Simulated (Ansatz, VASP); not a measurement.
# Cross-check of In5Ga3As8 (random alloy of the zinc-blende GaAs-InAs line, x = 0.625) between VASP and Ansatz, part 2 of 2

Aim: how closely do two programs agree when they are given the same cell, functional and k mesh? Of the first pair: The structure shown is the start of the Ansatz relaxation below; VASP solves that cell, so the two are compared at the walk's first step.

VASP 6.6.1 and Ansatz 0.2.0.

So far: The starting structure; Ansatz: relaxation, PBE.

### Step 3. VASP: single point, PBE, start cell, pair 1

Level of this step: PBE; plane waves and PAW (In_d, As, Ga_d) (VASP).

The same cell, functional, mesh and smearing now go to VASP, with its own data sets.

Lines of VASP's logs that name or quote its potential files are left out, and so is its time.

INCAR reads:

```
SYSTEM = In5Ga3As8
PREC = Accurate
ENCUT = 400
EDIFF = 1E-06
NELM = 120
ISMEAR = -1
SIGMA = 0.025
LREAL = Auto
ALGO = Normal
GGA = PE
NBANDS = 336
LORBIT = 11
LWAVE = .FALSE.
LCHARG = .FALSE.
ISIF = 2
LASPH = .TRUE.
GGA_COMPAT = .FALSE.
NCORE = 2
```

POSCAR reads:

```
In5Ga3As8
1.0
   12.0500000000      0.0000000000      0.0000000000
    0.0000000000     12.0500000000      0.0000000000
    0.0000000000      0.0000000000     12.0500000000
In As Ga
20 32 12
Direct
    0.9993112033      0.9999087137      0.9964481328
    0.0008298755      0.2479336100      0.2482406639
    0.2500663900      0.9981410788      0.2508879668
    0.2487634855      0.2500082988      0.9985394191
    0.9994439834      0.9996099585      0.4989377593
    0.9995518672      0.2537012448      0.7459585062
    0.2493029046      0.4997759336      0.2499336100
    0.9993692946      0.5001078838      0.4981825726
    0.0011535270      0.7466224066      0.7496929461
    0.4981161826      0.2507219917      0.2495020747
    0.7495435685      0.2491369295      0.9988381743
    0.5012531120      0.2483485477      0.7518423237
    0.7482406639      0.0009792531      0.7497012448
    0.7508298755      0.2502074689      0.4976514523
    0.5054439834      0.5016099585      0.0029792531
    0.5009958506      0.7500082988      0.2496182573
    0.7518589212      0.4995435685      0.2528879668
    0.7492199170      0.7479170124      0.0002074689
    0.7522240664      0.5004979253      0.7492531120
    0.7475933610      0.7494439834      0.5005975104
    0.1277178423      0.1220165975      0.1236016598
    0.1234937759      0.3759170124      0.3787966805
    0.3740082988      0.1249709544      0.3769460581
    0.3747385892      0.3754273859      0.1233609959
    0.1230290456      0.1226390041      0.6247468880
    0.1251867220      0.3756099585      0.8772614108
    0.3759004149      0.1244813278      0.8762821577
    0.3744398340      0.3760082988      0.6250788382
    0.1243734440      0.6243817427      0.1248796680
    0.1258423237      0.8753609959      0.3719170124
    0.3755435685      0.6216099585      0.3750788382
    0.3762240664      0.8739170124      0.1263983402
    0.1276265560      0.6205892116      0.6248464730
    0.1248713693      0.8763734440      0.8770705394
    0.3770207469      0.6242323651      0.8755767635
    0.3773278008      0.8721161826      0.6267302905
    0.6211120332      0.1269294606      0.1256431535
    0.6292863071      0.3780497925      0.3757261411
    0.8740663900      0.1235020747      0.3740165975
    0.8734605809      0.3792282158      0.1225477178
    0.6257012448      0.1263319502      0.6271037344
    0.6220663900      0.3748132780      0.8741659751
    0.8766887967      0.1225394191      0.8763983402
    0.8745809129      0.3724315353      0.6215435685
    0.6242904564      0.6261576763      0.1261576763
    0.6215601660      0.8760082988      0.3757012448
    0.8742572614      0.6229211618      0.3765560166
    0.8762572614      0.8754024896      0.1258340249
    0.6217012448      0.6256099585      0.6262821577
    0.6244813278      0.8740082988      0.8769128631
    0.8758506224      0.6263817427      0.8760497925
    0.8760331950      0.8765892116      0.6262572614
    0.2508298755      0.9985975104      0.7500000000
    0.2468962656      0.2528713693      0.5024398340
    0.9986224066      0.5001493776      0.0016597510
    0.0007219917      0.7521161826      0.2489460581
    0.2488796680      0.7476099585      0.0008713693
    0.2493278008      0.4977012448      0.7522738589
    0.2506307054      0.7509377593      0.5003402490
    0.5006307054      0.9996431535      0.0019502075
    0.7488132780      0.9990290456      0.2494605809
    0.4982987552      0.0007219917      0.4994605809
    0.5068215768      0.5013609959      0.5025394191
    0.4994024896      0.7485477178      0.7506639004
```

KPOINTS reads:

```
Automatic mesh
0
Gamma
1 1 1
0 0 0
```

The projector-augmented-wave data sets are In_d, As and Ga_d (PBE family, release 64).

Command:

```console
mpirun -np 8 vasp_gam
```

Numbers of over 12 decimals in the logs are rounded to 6 here.

The program printed:

```text
[banner, memory and clock lines left out]
running    8 mpi-ranks, on    1 nodes
[...]
LDA part: xc-table for (Slater+PW92), standard interpolation
 POSCAR, INCAR and KPOINTS ok, starting setup
[...]
entering main loop
       N       E                     dE             d eps       ncg     rms          rms(c)
DAV:   1     0.877214358715E+04    0.87721E+04   -0.20735E+05   704   0.206E+03
DAV:   2     0.211426605138E+04   -0.66579E+04   -0.64736E+04   672   0.620E+02
DAV:   3     0.116444059193E+03   -0.19978E+04   -0.18921E+04   792   0.267E+02
DAV:   4    -0.216868183660E+03   -0.33331E+03   -0.30520E+03   776   0.100E+02
[...]
DAV:  15    -0.245590561724E+03   -0.17512E-05   -0.10634E-04  1000   0.547E-02    0.108E-02
DAV:  16    -0.245590569717E+03   -0.79926E-05   -0.65007E-05   752   0.210E-02    0.966E-03
DAV:  17    -0.245590569880E+03   -0.16270E-06   -0.67065E-06   544   0.137E-02
   1 F= -.24559057E+03 E0= -.24554363E+03  d E =-.938813E-01
```

From OUTCAR (step 3):

```text
  Total       16.8980561     16.9415516     17.1205265     -2.0253346      0.5858562     -0.0957954
  in kB       15.4734155     15.5132440     15.6771299     -1.8545828      0.5364638     -0.0877191
  external PRESSURE =      15.5545965 kB  Pullay stress =       0.0000000 kB

 POSITION                                       TOTAL-FORCE (eV/Angst)
 -----------------------------------------------------------------------------------
     12.04170     12.04890     12.00720         0.139948     -0.071703      0.509108
      0.01000      2.98760      2.99130        -0.018719      0.211542     -0.087638
      3.01330     12.02760      3.02320         0.305229      0.168520     -0.141672
      2.99760      3.01260     12.03240         0.209383     -0.088611      0.113432
     12.04330     12.04530      6.01220         0.047532     -0.141043     -0.131335
     12.04460      3.05710      8.98880         0.141902     -0.334329      0.438148
      3.00410      6.02230      3.01170         0.002555     -0.154698      0.047529
     12.04240      6.02630      6.00310         0.009523      0.057882      0.316653
      0.01390      8.99680      9.03380         0.243257      0.264438     -0.099888
      6.00230      3.02120      3.00650         0.010926      0.219389      0.371064
      9.03200      3.00210     12.03600        -0.014777      0.032850     -0.004651
      6.04010      2.99260      9.05970        -0.407668      0.119789     -0.251126
      9.01630      0.01180      9.03390         0.108439     -0.193840      0.185936
      9.04750      3.01500      5.99670        -0.182386     -0.285268      0.035682
[...]
-----------------------------------------------------------------------------------
    total drift:                                0.041502      0.035464      0.044183

  FREE ENERGIE OF THE ION-ELECTRON SYSTEM (eV)
  ---------------------------------------------------
  free  energy   TOTEN  =      -245.5905698798 eV

  energy  without entropy=     -245.4966885907  energy(sigma->0) =     -245.54362924

[... 2 further parts left out ...]
```

The run ends at a pressure of 1.56 GPa, with forces up to 1.4 eV/Å.

### Step 4. Comparison

Known differences besides the potentials themselves: the data sets hold 896 valence electrons in Ansatz (on its default PAW (the set named soft_2) files) and 576 in VASP; the cutoff is 420 eV in Ansatz and 400 eV in VASP (PREC = Accurate, projectors in real space). Total energies have different zeros and are not compared.

Forces on 10 of the 64 atoms, those with the largest forces and the largest differences (eV/Å; atoms numbered as in POSCAR):

| atom | Ansatz x, y, z | VASP x, y, z |
| --- | --- | --- |
| As22 | 0.639, -0.831, 0.006 | 0.634, -0.822, 0.004 |
| As25 | 1.280, 0.179, 0.122 | 1.281, 0.181, 0.120 |
| As30 | -0.222, -1.300, 0.431 | -0.219, -1.296, 0.439 |
| As31 | 0.175, 0.249, 1.191 | 0.175, 0.247, 1.188 |
| As32 | -0.154, 0.038, -1.262 | -0.153, 0.032, -1.260 |
| As34 | 1.220, -0.409, -0.317 | 1.215, -0.412, -0.320 |
| As37 | 0.382, -1.279, -0.064 | 0.380, -1.270, -0.063 |
| As42 | 0.493, 0.132, 0.055 | 0.503, 0.130, 0.052 |
| As45 | 0.453, -0.110, 0.308 | 0.449, -0.103, 0.316 |
| As47 | 0.606, 1.068, -0.586 | 0.605, 1.068, -0.587 |

The forces differ by 3.1 meV/Å r.m.s., which is 0.7 % of the r.m.s. force of 0.429 eV/Å (both taken over all components).

### Step 5. Ansatz: relaxation, PBE

This run makes the geometry at which the two programs are then compared. The cell compared in this pair holds 1777.11 Å³, against 1749.69 Å³ for the pair before.

The structure compared here is the end of the Ansatz relaxation.

This is the run of step 2 again, met here at its other cell.

### Step 6. VASP: single point, PBE, relaxed cell, pair 2

The same cell, functional, mesh and smearing now go to VASP, with its own data sets.

INCAR, as its differences from that of step 3:

```diff
@@ -2,3 +2,3 @@
 PREC = Accurate
-ENCUT = 400
+ENCUT = 500
 EDIFF = 1E-06
```

POSCAR reads:

```
In5Ga3As8
1.0
   12.1405070000      0.0196800000      0.0489070000
    0.0196800000     12.1429220000     -0.0459070000
    0.0489070000     -0.0459070000     12.0550480000
In As Ga
20 32 12
Direct
    0.0004700000      0.9956200000      0.0027500000
    0.9989100000      0.2505000000      0.2507800000
    0.2521900000      0.9954400000      0.2532500000
    0.2499500000      0.2520800000      0.9955400000
    0.0042200000      0.9991900000      0.4985900000
    0.0065500000      0.2527000000      0.7506800000
    0.2471300000      0.5045000000      0.2521400000
    0.0057600000      0.5014300000      0.5000100000
    0.0069100000      0.7490400000      0.7524000000
    0.5008700000      0.2459600000      0.2545600000
    0.7500400000      0.2471700000      0.0035400000
    0.4930000000      0.2486100000      0.7473100000
    0.7431800000      0.9970600000      0.7505900000
    0.7442000000      0.2499700000      0.4978800000
    0.4944100000      0.5041000000      0.9958300000
    0.4969200000      0.7542100000      0.2521000000
    0.7521900000      0.5015900000      0.2513100000
    0.7496200000      0.7529800000      0.0023400000
    0.7465400000      0.5033100000      0.7499100000
    0.7446700000      0.7514600000      0.4988300000
    0.1286200000      0.1231700000      0.1254900000
    0.1342800000      0.3640000000      0.3816400000
    0.3746600000      0.1225500000      0.3884800000
    0.3761400000      0.3737500000      0.1264600000
    0.1403800000      0.1225100000      0.6268200000
    0.1285200000      0.3911400000      0.8737100000
    0.3756700000      0.1116500000      0.8745700000
    0.3684200000      0.3812400000      0.6220100000
    0.1220000000      0.6337400000      0.1187800000
    0.1287200000      0.8589000000      0.3758100000
    0.3749400000      0.6267800000      0.3862700000
    0.3742800000      0.8716300000      0.1124400000
    0.1400800000      0.6252200000      0.6239100000
    0.1390900000      0.8761400000      0.8736800000
    0.3682100000      0.6315800000      0.8673100000
    0.3750500000      0.8740300000      0.6236700000
    0.6234700000      0.1092200000      0.1238500000
    0.6168400000      0.3849900000      0.3821800000
    0.8683300000      0.1177700000      0.3680300000
    0.8847300000      0.3815100000      0.1177700000
    0.6170400000      0.1167700000      0.6182900000
    0.6236400000      0.3709700000      0.8744600000
    0.8775000000      0.1215400000      0.8728100000
    0.8757100000      0.3738000000      0.6234000000
    0.6238300000      0.6241100000      0.1256900000
    0.6219900000      0.8875500000      0.3759300000
    0.8840700000      0.6308500000      0.3703700000
    0.8752900000      0.8739500000      0.1396200000
    0.6106000000      0.6267700000      0.6263300000
    0.6115600000      0.8698700000      0.8738700000
    0.8814900000      0.6208000000      0.8801200000
    0.8773500000      0.8719000000      0.6265100000
    0.2557500000      0.9972100000      0.7485200000
    0.2540100000      0.2491400000      0.5062700000
    0.0044300000      0.5068200000      0.0000200000
    0.0022000000      0.7505700000      0.2495000000
    0.2493000000      0.7512800000      0.9956500000
    0.2516000000      0.5053700000      0.7484500000
    0.2536100000      0.7506900000      0.5033700000
    0.4969100000      0.9949000000      0.9978500000
    0.7458100000      0.9985600000      0.2503900000
    0.4940500000      0.9984200000      0.5022700000
    0.4923800000      0.5038900000      0.5052400000
    0.4914000000      0.7519300000      0.7478700000
```

KPOINTS is that of step 3.

Command:

```console
mpirun -np 8 vasp_gam
```

The program printed:

```text
[... set-up lines as in an earlier step ...]
 entering main loop
       N       E                     dE             d eps       ncg     rms          rms(c)
DAV:   1     0.950539325972E+04    0.95054E+04   -0.23656E+05   704   0.234E+03
DAV:   2     0.236387159537E+04   -0.71415E+04   -0.69422E+04   672   0.703E+02
DAV:   3     0.161256902765E+03   -0.22026E+04   -0.20924E+04   792   0.293E+02
DAV:   4    -0.215216404830E+03   -0.37647E+03   -0.34675E+03   776   0.111E+02
[...]
DAV:  16    -0.248152847999E+03   -0.52564E-05   -0.39272E-05   720   0.243E-02    0.131E-02
DAV:  17    -0.248152848851E+03   -0.85237E-06   -0.10498E-05   600   0.158E-02    0.456E-03
DAV:  18    -0.248152848959E+03   -0.10813E-06   -0.53695E-06   496   0.141E-02
   1 F= -.24815285E+03 E0= -.24812744E+03  d E =-.508235E-01
```

OUTCAR, selected parts (step 6):

```text
  Total        0.6866103      0.7107154      1.0093033     -0.2534743     -0.0811077      0.0378591
  in kB        0.6190225      0.6407548      0.9099506     -0.2285231     -0.0731237      0.0341324
  external PRESSURE =       0.7232426 kB  Pullay stress =       0.0000000 kB

 POSITION                                       TOTAL-FORCE (eV/Angst)
 -----------------------------------------------------------------------------------
      0.02543     12.08962     -0.01253         0.004189     -0.000521      0.018495
     12.14447      3.04995      3.06052        -0.003600      0.001239      0.005815
      3.09369     12.08089      3.01958         0.001162     -0.000442      0.012862
      3.08817      3.02020     12.00193        -0.005125      0.007412      0.001350
      0.09528     12.11028      5.96486         0.006942     -0.001851      0.002594
      0.12121      3.03418      9.03820        -0.000084     -0.001058     -0.003468
      3.02254      6.11939      3.02849        -0.003622      0.005681     -0.000183
      0.10425      6.06598      6.00491        -0.000462      0.009491      0.009171
      0.13543      9.06113      9.03617         0.006654     -0.001999      0.007922
      6.09811      2.98484      3.08194        -0.001123      0.004569      0.001245
      9.11090      3.01596      0.06801        -0.010364      0.006364      0.007004
      6.02671      2.99425      9.02156        -0.003071      0.003503      0.003266
      9.07891     12.08739      9.03897        -0.006928      0.000212      0.013829
      9.06423      3.02716      6.02689         0.001957     -0.000232      0.003731
[...]
-----------------------------------------------------------------------------------
    total drift:                                0.017157     -0.014126      0.019656

  FREE ENERGIE OF THE ION-ELECTRON SYSTEM (eV)
  ---------------------------------------------------
  free  energy   TOTEN  =      -248.1528489592 eV

  energy  without entropy=     -248.1020254983  energy(sigma->0) =     -248.12743723

[... 1 part as in an earlier step ...]

[... 1 further part left out ...]
```

The run ends at a pressure of 0.07 GPa, with forces up to 0.019 eV/Å.

### Step 7. Differences

What differs besides the data sets and the points named for the pairs above, as far as they apply: the data sets hold 896 valence electrons in Ansatz (on its default PAW (the set named soft_2) files) and 576 in VASP; the cutoff is 420 eV in Ansatz and 500 eV in VASP (PREC = Accurate, projectors in real space). Total energies have different zeros and are not compared.

Both answers:

| quantity | Ansatz | VASP | difference |
| --- | --- | --- | --- |
| pressure (GPa) | -0.01 | 0.07 | -0.08 |
| gap on the k mesh (eV) | 0.090 | 0.090 | 0.000 |

The largest component of a force difference here is 9 meV/Å. A gap on the mesh is an upper bound, since the band edges may lie between its points.

### Step 8. Summary of results

```yaml
r_m_s_force_difference_single_point_pbe_start_cell_pair_1: 0.72 % of the r.m.s. force
difference_in_gap_on_the_k_mesh_single_point_pbe_relaxed_cell_pair_2: -2.0e-5 eV
```

**Reading.** The r.m.s. force difference is 0.72 % of the r.m.s. force (single point, PBE, start cell, pair 1), within the 3 % picked in this series as the mark of a large difference. The data sets hold unlike numbers of valence electrons (896 in Ansatz and 576 in VASP), so part of the differences may come from the potentials. Such differences can come from data sets, numerical settings and the points named under the comparisons, not from the functional's error against experiment.

[Lines on the potential files, build, host, timing and source positions are cut from VASP's logs without a mark.]

[Logs are printed without paths, hosts, clocks, repeated set-up lines and the standing remarks that a program may print on its own settings, such as how far it seeks lower states.]

[Hosts, paths, dates, database ids (printed as entryN), source tags and the programs' standing remarks are cut or masked in the printed files.]
